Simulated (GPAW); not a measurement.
BaTiO3:

```
CELL_PARAMETERS angstrom
2.82737 1.63238 2.31839
-2.82737 1.63238 2.31839
0.00000 -3.26476 2.31839
ATOMIC_POSITIONS crystal
Ba 0.00000 0.00000 0.00000
Ti 0.48450 0.48450 0.48450
O 0.50860 0.01750 0.50860
O 0.01750 0.50860 0.50860
O 0.50860 0.50860 0.01750
```

Base run:

```yaml
Program: GPAW 26.7.0
Functional: r2SCAN
Potentials_or_basis: GPAW PAW data sets (gpaw-data 1.2.1)
Cutoff: 800 eV
Basis: pw
k_mesh: 5 × 5 × 5
Occupations: fermi-dirac, width 0.05 eV
Spin: no spin polarisation
```

Its results: band gap on the k mesh 2.91 eV, indirect (least direct gap 3.19 eV); pressure 3.4 GPa; largest force 0.176 eV/Å.

The run is repeated on the same cell with these changes: functional from r2SCAN to LDA; potentials or basis from GPAW PAW data sets (gpaw-data 1.2.1) to the program's PAW data sets (release 1.2.1) made for this functional. What comes out?

Band gap on the k mesh 2.45 eV, indirect (least direct gap 2.72 eV); pressure -4.6 GPa; largest force 0.154 eV/Å.

Caveats: spin-orbit coupling is left out, which moves the levels of the heavy elements; the mesh misses the band edges, which the band path finds closer together; the PAW data sets were made with another functional, which shifts forces and pressure a little (some runs).
